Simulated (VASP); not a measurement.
**Results of a VASP single-point calculation on BP (zincblende)**

POSCAR

```
B  P
 1.0000000000000000
     0.0000000000000000    2.2683156661148307    2.2683156661148307
     2.2683156661148307    0.0000000000000000    2.2683156661148307
     2.2683156661148307    2.2683156661148307    0.0000000000000000
 B   P
   1   1
Cartesian
  0.0000000000000000 -0.0000000000000000 -0.0000000000000000
  1.1341578330574154  1.1341578330574154  1.1341578330574154
```

The gap between bands v and c is 1.24 eV and the least direct gap is 3.40 eV.

Band v is the last that the valence electrons fill when counted band by band, and c is the next. Levels in eV from the top of v:

```json
{"point": "Γ", "v−1": "0.00", "v": "0.00", "c": "3.40", "c+1": "3.40"}
{"point": "X", "v−1": "-4.12", "v": "-4.12", "c": "1.33", "c+1": "1.66"}
{"point": "W", "v−1": "-5.68", "v": "-5.48", "c": "5.34", "c+1": "6.77"}
{"point": "K", "v−1": "-6.23", "v": "-3.51", "c": "2.15", "c+1": "6.01"}
{"point": "L", "v−1": "-1.76", "v": "-1.76", "c": "3.79", "c+1": "4.71"}
```

**Question.** Which of these levels of theory gave these results?
A. PBE with spin–orbit coupling
B. r²SCAN
C. HSE06
D. PBEsol
E. PBE
F. LDA
G. PBE0

**Answer.** E.

The INCAR was:

```
LWAVE = .FALSE.
LCHARG = .FALSE.
LREAL = .FALSE.
IBRION = -1
SIGMA = 0.02
ISIF = 2
GGA = PE
LASPH = .TRUE.
PREC = Accurate
ENCUT = 520
NELM = 120
NSW = 0
EDIFF = 1E-7
NBANDS = 11
ISMEAR = -1
```
